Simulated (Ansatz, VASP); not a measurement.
One calculation of C, two programs

```
CELL_PARAMETERS angstrom
0.00000 1.63235 1.63235
1.63235 0.00000 1.63235
1.63235 1.63235 0.00000
ATOMIC_POSITIONS crystal
C 0.87500 0.87500 0.87500
C 0.12500 0.12500 0.12500
```

Alike in both runs: functional PBE; k mesh 19 × 19 × 19; occupations fermi-dirac, width 0.08 eV; no spin polarisation.

Ansatz relaxed the structure, and its values are those at the end. VASP's run is a single point on that final structure, the one shown.

|  | VASP | Ansatz |
| --- | --- | --- |
| version | VASP 6.6.1 | Ansatz 0.2.0 |
| potentials or method | VASP PAW PBE potentials, release 64 (C), cutoff 520 eV | all-electron LAPW, scalar-relativistic |

VASP gave:

| Quantity | Value |
| --- | --- |
| gap on the k mesh at the Fermi level (eV) | 4.76 |

Task: Which values does Ansatz return?

Result: gap on the k mesh at the Fermi level (eV): 4.77.

Ansatz ran all-electron here, so the differences hold the error of VASP's frozen core and of both bases.

Caveats: an odd mesh through Γ misses points on the zone boundary, where band edges often lie.
